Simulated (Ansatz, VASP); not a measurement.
# MnSb4: VASP beside Ansatz

```
Sb Mn
1.0
     3.14092    0.00000    0.00000
     0.00000    3.14092    0.00000
     0.00000    0.00000   15.28828
Sb Mn
4 1
Direct
  0.00000 0.00000 0.81968
  0.00000 0.00000 0.60055
  0.00000 0.00000 0.39945
  0.00000 0.00000 0.18032
  0.00000 0.00000 0.00000
```

Change from the starting cell: volume scaled by 1.06.

Alike in both runs: task single point; functional PBE; k mesh 9 × 9 × 2; occupations fermi-dirac, width 0.05 eV; collinear spin, ferromagnetic start.

```csv
,VASP,Ansatz
version,VASP 6.6.1,Ansatz 0.2.0
potentials or method,"VASP PAW PBE potentials, release 64 (Sb, Mn_pv)",Ansatz PAW
plane-wave cutoff (eV),520,420
valence electrons in the cell,33,75
```

Ansatz gave:

- gap on the k mesh at the Fermi level (eV): none
- pressure (GPa): -2.8
- largest component of the traceless stress (GPa): 1.03
- rms of the force components (eV/Å): 0.057
- net moment per atom (μB): 0.82
- size of the moment on the site where the two differ most (μB): 3.96

**Question.** Estimate VASP's values.

**Answer.** gap on the k mesh at the Fermi level (eV): none; pressure (GPa): -2.8; largest component of the traceless stress (GPa): 1.02; rms of the force components (eV/Å): 0.054; net moment per atom (μB): 0.82; size of the moment on the site where the two differ most (μB): 3.93.

Site moments also hang on the region over which each program counts them. Atom by atom the forces differ by 0.003 eV/Å (rms over components). A gap of «none» marks a metal or a gap that the smearing closes. The two sets of potentials don't hold the same shells in valence.

Caveats: a cell with one magnetic atom can't hold antiferromagnetic order, which such compounds often take. The runs have no spin-orbit coupling, so splittings on Sb are missing.
